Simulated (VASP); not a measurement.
A run of VASP 6.6.1 is set up as follows.

The input INCAR:

```
SYSTEM = TaC
  ALGO = Normal
  EDIFF = 1E-7
  EDIFFG = -0.002
  ENCUT = 520
  IBRION = 2
  ISIF = 3
  ISMEAR = 0
  LASPH = .TRUE.
  LCHARG = .FALSE.
  LMIXTAU = .TRUE.
  LREAL = .FALSE.
  LWAVE = .FALSE.
  METAGGA = R2SCAN
  NELM = 60
  NSW = 80
  PREC = Accurate
  PSTRESS = 197.0
  SIGMA = 0.1
```

The input KPOINTS:

```
k-points
0
G
  16 16 16
  0 0 0
```

POSCAR

```
TaC
1.0
    0.0000000000      2.2230000000      2.2230000000
    2.2230000000      0.0000000000      2.2230000000
    2.2230000000      2.2230000000      0.0000000000
Ta C
1 1
Direct
    0.0000000000      0.0000000000      0.0000000000
    0.5000000000      0.5000000000      0.5000000000
```

Potentials or basis: VASP PAW PBE potentials, release 64 (Ta_pv, C).

The run is started by

```bash
$ cat potpaw_PBE.64/Ta_pv/POTCAR potpaw_PBE.64/C/POTCAR > POTCAR
$ mpirun -np 1 vasp_std > vasp.out
```

Problem. What does it give for the space group after relaxing (to 0.05 Å)?

Solution. Fm-3m (No. 225).

Problem. Predict the band gap on the k mesh.

Solution. None (metal or under the smearing width).

Problem. Predict the relaxed volume.

Solution. 10.58 Å³/atom.

Problem. Estimate the relaxed cell.

Solution. a = 3.105 Å, b = 3.105 Å, c = 3.105 Å, α = 60.00°, β = 60.00°, γ = 60.00°.

Final structure:
```cif
data_structure
_symmetry_space_group_name_H-M 'P 1'
_symmetry_Int_Tables_number 1
_cell_length_a 3.1045
_cell_length_b 3.1045
_cell_length_c 3.1045
_cell_angle_alpha 60.000
_cell_angle_beta 60.000
_cell_angle_gamma 60.000
_cell_volume 21.16
loop_
_atom_site_label
_atom_site_type_symbol
_atom_site_fract_x
_atom_site_fract_y
_atom_site_fract_z
_atom_site_occupancy
Ta1 Ta 0.00000 0.00000 0.00000 1
C1 C 0.50000 0.50000 0.50000 1
```

Caveat: the cell is relaxed towards a set pressure, so the enthalpy falls and the energy may rise; the PAW data sets were made with another functional, which shifts forces and pressure a little. Spin-orbit coupling is left out, which matters for the levels of Ta.
